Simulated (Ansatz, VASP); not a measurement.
# Be: VASP beside Ansatz

```
CELL_PARAMETERS angstrom
2.35699 0.00000 0.00000
-1.17849 2.04121 0.00000
0.00000 0.00000 3.69092
ATOMIC_POSITIONS crystal
Be 0.33333 0.66667 0.25000
Be 0.66667 0.33333 0.75000
```

Change from the starting cell: strain +0.025 along x and y, +0.025 along z, atoms carried along.

Alike in both runs: task single point; functional PBEsol; k mesh 24 × 24 × 14; occupations gaussian, width 0.15 eV; no spin polarisation.

```csv
,VASP,Ansatz
version,VASP 6.6.1,Ansatz 0.2.0
potentials or method,"VASP PAW PBE potentials, release 64 (Be)","scalar-relativistic, plane waves, PAW"
plane-wave cutoff (eV),520,420
valence electrons in the cell,4,4
```

|  | VASP | Ansatz | Ansatz less VASP |
| --- | --- | --- | --- |
| gap on the k mesh at the Fermi level (eV) | none | none | - |
| pressure (GPa) | -12.3 | -12.5 | -0.26 |
| largest component of the traceless stress (GPa) | 0.10 | 0.14 | +0.042 |

A gap of «none» marks a metal or a gap that the smearing closes.

Caveats: the PAW data sets were made with another functional, which shifts forces and pressure a little (VASP).
